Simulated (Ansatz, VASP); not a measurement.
# Si: VASP beside Ansatz

```
CELL_PARAMETERS angstrom
3.86754 0.00000 0.00000
0.00000 5.46952 0.00000
0.00000 0.00000 19.22384
ATOMIC_POSITIONS crystal
Si 0.50000 0.00000 0.20807
Si 0.00000 0.25000 0.20807
Si 0.00000 0.50244 0.30629
Si 0.50000 0.74756 0.30629
Si 0.50000 0.00986 0.40178
Si 0.00000 0.24014 0.40178
```

Alike in both runs: task single point; functional PBE; k mesh 7 × 5 × 1; occupations gaussian, width 0.05 eV; no spin polarisation.

```csv
,VASP,Ansatz
version,VASP 6.6.1,Ansatz 0.2.0
potentials or method,"VASP PAW PBE potentials, release 64 (Si)","scalar-relativistic, plane waves, PAW"
plane-wave cutoff (eV),520,420
valence electrons in the cell,24,24
```

|  | VASP | Ansatz | Ansatz less VASP |
| --- | --- | --- | --- |
| gap on the k mesh at the Fermi level (eV) | none | none | - |
| rms of the force components (eV/Å) | 0.209 | 0.208 | -0.0010 |
| work function, face that differs most (eV) | 4.83 | 4.83 | -0.001 |

Atom by atom the forces differ by 0.002 eV/Å (rms over components). A gap of «none» marks a metal or a gap that the smearing closes. The functional is the same, so the differences come from potentials, cutoffs and numerics.
